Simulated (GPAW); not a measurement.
Runs of GPAW 26.7.0 on Sn. The typed cell holds 1 atom: a = 3.269 Å, b = 3.303 Å, c = 3.287 Å, α = 110.00°, β = 108.91°, γ = 109.87°. This isn't the form of Sn at room conditions, which is tetragonal (white tin).

| task | level | potentials or basis | cell | k mesh | cutoff (eV) | optimizer | fmax | max steps | grid spacing | gap on the mesh (eV) | pressure (GPa) |
| --- | --- | --- | --- | --- | --- | --- | --- | --- | --- | --- | --- |
| single point | PBE | GPAW PAW data sets (gpaw-data 1.2.1), lcao:dzp | cell sheared at random, sigma 0.01, atoms nudged by 0.01 Å | 7 × 7 × 7 | - | - | - | - | 0.16 Å | none | - |
| single point | PBE | GPAW PAW data sets (gpaw-data 1.2.1), pw | cell sheared at random, sigma 0.01, atoms nudged by 0.01 Å | 10 × 10 × 10 | 600 | - | - | - | - | none | (a) |
| single point | SOGGA | PAW data sets generated in the run's folder for this functional, pw | cell sheared at random, sigma 0.01, atoms nudged by 0.01 Å | 10 × 10 × 10 | 600 | - | - | - | - | none | -2.5 |
| relaxation of cell and atoms | PBEsol | PAW data sets generated in the run's folder for this functional, pw | relaxed from: cell sheared at random, sigma 0.01, atoms nudged by 0.01 Å | 9 × 8 × 8 | 600 | LBFGS | 0.01 eV/Å | 100 | - | none | 0.0 |

Alike in all rows: no spin polarisation; smearing fermi-dirac 0.05 eV.

Estimate the missing entries.

(a) 0.4.

Caveats: the real-space grid adds noise to forces (some runs); the basis of atomic orbitals isn't converged, which shifts pressures, moduli and gaps (some runs); later steps reuse the first step's grids (some runs).

A k mesh can miss the band edges, and the runs leave out spin-orbit coupling on Sn.

A gap of «none» marks a metal or a gap under the smearing width.
